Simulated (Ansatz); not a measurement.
MoS2:

```
Mo S
1.0
     1.58000    0.91221    6.15000
    -1.58000    0.91221    6.15000
     0.00000   -1.82443    6.15000
Mo S
1 2
Cartesian
  0.0000 0.0000 0.0000
  0.0000 0.0000 7.6936
  0.0000 0.0000 4.6125
```

Measurements of this composition are mostly on another form, of space group No. 194.

Base run:

* Program: Ansatz 0.2.0
* Functional: LDA
* Potentials or basis: Ansatz PAW
* Cutoff: 420 eV (not typed: the program's choice for these potentials)
* k mesh: 6 × 6 × 6
* Occupations: fermi-dirac, width 0.05 eV
* Spin: no spin polarisation

Its results: band gap on the k mesh 0.87 eV, indirect (least direct gap 1.70 eV); pressure -2.4 GPa; largest force 0.087 eV/Å.

Question: After a change of settings the same cell gave: band gap on the k mesh 1.38 eV, indirect (least direct gap 2.17 eV); pressure 0.6 GPa; largest force 0.094 eV/Å. Which change was it?
A. functional from LDA to revPBE
B. functional from LDA to PBE0
C. functional from LDA to r2SCAN0; cutoff from 420 eV (not typed: the program's choice for these potentials) to 500 eV (not typed: the program's choice for these potentials)
D. functional from LDA to HSE06

Answer: D.

HSE06 gives the wider gap, since exact exchange removes part of the self-interaction.

Caveats: the PAW data sets come from PBE, with cores solved anew for the run's functional, which leaves a small shift of forces and pressure; the thresholds are loose for stress (some runs).

Runs at the PBE level aren't shown here.
